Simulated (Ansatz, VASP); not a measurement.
**Two plane-wave programs on Si**

```
Si
1.0
     3.83334    0.00000    0.00000
     0.00000    5.42117    0.00000
     0.00000    0.00000   17.83334
Si
6
Cartesian
  1.9167 0.0000 7.0000
  0.0000 1.3553 7.0000
  0.0000 2.7316 8.8663
  1.9167 4.0448 8.8663
  1.9167 0.0466 10.6878
  0.0000 1.3087 10.6878
```

Alike in both runs: functional PBE; dispersion D3(BJ); k mesh 8 × 6 × 1; occupations gaussian, width 0.05 eV; no spin polarisation.

Ansatz relaxed the structure, and its values are those at the end. VASP's run is a single point on that final structure, the one shown.

|  | VASP | Ansatz |
| --- | --- | --- |
| version | VASP 6.6.1 | Ansatz 0.2.0 |
| potentials or method | VASP PAW PBE potentials, release 64 (Si) | scalar-relativistic, plane waves, PAW |
| plane-wave cutoff (eV) | 520 | 420 |
| valence electrons in the cell | 24 | 24 |

```tsv
	VASP	Ansatz	Ansatz less VASP
gap on the k mesh at the Fermi level (eV)	none	none	-
rms of the force components (eV/Å)	0.184	0.183	-0.0009
```

A gap of «none» marks a metal or a gap that the smearing closes.
